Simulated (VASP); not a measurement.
Here is a VASP 6.6.1 calculation.

File INCAR:

```
PREC = Accurate ; ENCUT = 600
EDIFF = 1E-7 ; ISMEAR = 0
SIGMA = 0.03 ; LREAL = F
LASPH = T ; NELM = 80
ALGO = Normal ; ISIF = 3
LWAVE = F ; LCHARG = F
GGA = PS ; IBRION = 2
NSW = 90 ; EDIFFG = -0.005
```

KPOINTS

```
regular mesh
0
Gamma
  8 8 8
```

Contents of POSCAR:

```
GaP                                     
1.0
   -0.0000000000      2.7184163015      2.7184163015
    2.7184163015      0.0000000000      2.7184163015
    2.7184163015      2.7184163015     -0.0000000000
  Ga              P             
     1     1
Direct
     0.0000000000000000    0.0000000000000000    0.0000000000000000
     0.2500000000000000    0.2500000000000000    0.2500000000000000
```

Potentials or basis: VASP PAW PBE potentials, release 64 (Ga_d, P).

Launch:

```bash
$ cat potpaw_PBE.64/Ga_d/POTCAR potpaw_PBE.64/P/POTCAR > POTCAR
$ mpirun -np 1 vasp_std > vasp.out
```

Task: Estimate the band gap on the k mesh.

Result: 1.50 eV, indirect (least direct gap 1.81 eV).

Final structure:
```xyz
2
Lattice="0.0000 2.7184 2.7184 2.7184 0.0000 2.7184 2.7184 2.7184 0.0000" Properties=species:S:1:pos:R:3 pbc="T T T"
Ga    0.0000    0.0000    0.0000
P     1.3592    1.3592    1.3592
```

Caveat: the relaxation stopped at its first step, so nothing moved. Expect the measured gap to be larger: semilocal functionals such as PBEsol lack the derivative discontinuity.
